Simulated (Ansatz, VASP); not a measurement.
V: VASP beside Ansatz

POSCAR

```
V
1.0
    0.0000000000      2.5118249708      2.5118249708
    2.5118249708      0.0000000000      2.5118249708
    2.5118249708      2.5118249708      0.0000000000
V
2
Direct
    0.5000000000      0.5000000000      0.5000000000
    0.7500000000      0.7500000000      0.7500000000
```

The input INCAR.step1:

```
PREC = Accurate ; ENCUT = 520
ISMEAR = 0 ; SIGMA = 0.1
LREAL = False ; LASPH = True
NELM = 150 ; ISPIN = 2
MAGMOM = 2 2 ; LMAXMIX = 4
NBANDS = 24 ; GGA = PE
ALGO = Normal ; EDIFF = 1E-4
LWAVE = True ; LCHARG = False
```

The input INCAR.step2:

```
PREC = Accurate ; ENCUT = 520
EDIFF = 1E-6 ; ISMEAR = 0
SIGMA = 0.1 ; LREAL = False
LASPH = True ; NELM = 150
ALGO = Normal ; ISIF = 2
LWAVE = False ; LCHARG = False
ISPIN = 2 ; MAGMOM = 2 2
LORBIT = 11 ; LMAXMIX = 4
METAGGA = R2SCAN ; LMIXTAU = True
NBANDS = 24 ; ISTART = 1
```

File KPOINTS:

```
Automatic mesh
0
Gamma
  6 6 6
```

Input for Ansatz:

```yaml
crystal:
  lattice:
    - [0.0, 2.5118249708, 2.5118249708]
    - [2.5118249708, 0.0, 2.5118249708]
    - [2.5118249708, 2.5118249708, 0.0]
  atoms:
    - { symbol: V, position: [0.5, 0.5, 0.5], spin: 2.0 }
    - { symbol: V, position: [0.75, 0.75, 0.75], spin: 2.0 }
basis:
  ecutwfc: 500
kpoints:
  mp_grid: { grid: [6, 6, 6] }
hamiltonian:
  xc: r2scan
scf:
  occupations: { method: gaussian, width: 0.1 }
  lower_state_search: "off"
output:
  forces: true
  stress: true
  eigenvalues: true
  populations: true
magnetization:
  spin_polarized: true
```

Alike in both runs: task single point; functional r2SCAN; k mesh 6 × 6 × 6; occupations gaussian, width 0.1 eV; collinear spin.

|  | VASP | Ansatz |
| --- | --- | --- |
| version | VASP 6.6.1 | Ansatz 0.2.0 |
| potentials or method | VASP PAW PBE potentials, release 64 (V_sv) | scalar-relativistic, plane waves, PAW |
| plane-wave cutoff (eV) | 520 | 500 |
| valence electrons in the cell | 26 | 26 |

|  | VASP | Ansatz | Ansatz less VASP |
| --- | --- | --- | --- |
| gap on the k mesh at the Fermi level (eV) | none | none | - |
| pressure (GPa) | 25.3 | 23.5 | -1.79 |
| net moment per atom (μB) | 1.96 | 1.96 | -0.003 |
| size of the moment on the site where the two differ most (μB) | 1.96 | 1.48 | -0.475 |

Site moments also hang on the region over which each program counts them. A gap of «none» marks a metal or a gap that the smearing closes. Ansatz warned: «stability_check_not_made».

Caveats: the k mesh is coarse (spacing up to 0.36 Å⁻¹), so the values aren't converged; so large a pressure means that the cell lies far from this level's equilibrium, or that cutoff or potentials fall short (VASP); the potentials were made for another functional, which shifts forces and pressure (VASP).
